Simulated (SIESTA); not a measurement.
The system is CuO.

```
Cu O
1.0
     4.16094    0.00000    0.00000
     0.00000    4.16094    0.00000
     0.00000    0.00000    3.88764
Cu O
3 3
Direct
  0.50000 0.00000 0.50000
  0.00000 0.50000 0.50000
  0.00000 0.00000 0.00000
  0.00000 0.00000 0.50000
  0.50000 0.00000 0.00000
  0.00000 0.50000 0.00000
```

Measurements of this composition are mostly on another form, of space group No. 15.

- Program: SIESTA 5.4.2
- Task: single point
- Functional: PBEsol
- Potentials or basis: PseudoDojo 0.4 standard (PBEsol files)
- Basis: DZP (energy shift 0.003 Ry; two zetas on semicore shells)
- Grid cutoff: 800 Ry
- Energy shift: 0.003 Ry
- k mesh: 7 × 7 × 7
- Occupations: fermi-dirac, width 0.05 eV
- Spin: no spin polarisation

On this cell: pressure -3.6 GPa; largest force under 0.003 eV/Å; band gap on the k mesh none (metal or under the smearing width).

The same run follows on a disturbed copy (atoms moved at random, drawn with an rms of 0.05 Å):

```xyz
6
Lattice="4.1609 0.0000 0.0000 0.0000 4.1609 0.0000 0.0000 0.0000 3.8876" Properties=species:S:1:pos:R:3 pbc="T T T"
Cu    2.0997    0.0227    1.9013
Cu   -0.0053    2.0784    1.9192
Cu    0.0451   -0.0184    0.0003
O     0.0144   -0.0215    1.9526
O     2.0991   -0.0266   -0.0028
O     0.0001    2.0630    0.0355
```

What does the disturbed cell give?

The energy (extrapolated to zero smearing) moves by +6.5 meV/atom; pressure -3.3 GPa; largest force 0.785 eV/Å; band gap on the k mesh none (metal or under the smearing width).

Forces in eV/Å, atoms in the order of the input:
```
Cu   0.026 -0.040  0.544
Cu  -0.014 -0.141  0.772
Cu  -0.180  0.008 -0.001
O    0.023  0.118 -0.127
O    0.107  0.057 -0.445
O    0.032  0.000 -0.747
```

Stress tensor (GPa, compression positive):
```
-3.33  0.01  0.01
 0.01 -3.34  0.10
 0.01  0.10 -3.21
```

Caveats: short orbitals over semicore shells can move pressures by several GPa; the basis of atomic orbitals isn't converged, which shifts pressures, moduli and gaps; an odd number of electrons without spin polarisation forces a metal; a magnetic or distorted state may lie lower; the run has no spin polarisation, though such a crystal can be magnetic; semilocal functionals often make such compounds metallic where correlation or magnetic order opens a gap, which also shifts bond lengths.
